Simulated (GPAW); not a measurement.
Here is a GPAW 26.7.0 calculation.

Contents of run.py:

```python
from ase.dft.bandgap import bandgap
from ase.io import read, write
from ase.units import GPa
from gpaw import GPAW, PW

atoms = read('POSCAR')

calc = GPAW(mode=PW(600),
            xc='PBE',
            kpts={'size': (11, 11, 11), 'gamma': True},
            occupations={'name': 'methfessel-paxton', 'order': 0, 'width': 0.05},
            nbands=14,
            convergence={'density': 1e-05, 'energy': 1e-05},
            maxiter=150,
            txt='gpaw.txt')
atoms.calc = calc
energy = atoms.get_potential_energy()
forces = atoms.get_forces()
stress = atoms.get_stress()
calc.write('gs.gpw')
write('result.traj', atoms)
print(f'Energy: {energy:.6f} eV')
print('Forces (eV/A):')
print(forces.round(4))
print('Stress (GPa):', (stress / GPa).round(3))
print('Fermi level:', round(calc.get_fermi_level(), 4), 'eV')
print(f'Gap: {bandgap(calc)[0]:.4f} eV, direct: {bandgap(calc, direct=True)[0]:.4f} eV')
```

POSCAR

```
Au
1.0
    0.0000000000      2.0350000000      2.0350000000
    2.0350000000      0.0000000000      2.0350000000
    2.0350000000      2.0350000000      0.0000000000
Au
1
Direct
    0.0000000000      0.0000000000      0.0000000000
```

Potentials or basis: GPAW PAW data sets (gpaw-data 1.2.1), pw.

The run is started by

```sh
$ OMP_NUM_THREADS=1 python run.py
```

(1) Predict the pressure.

(2) Estimate the band gap on the k mesh.

Results:

(1) 13.4 GPa.

(2) none (metal or under the smearing width).

Caveat: with this Au data set, volumes or pressures lay over 1.5 % or 2 GPa off other programs in two to four cells of ten.
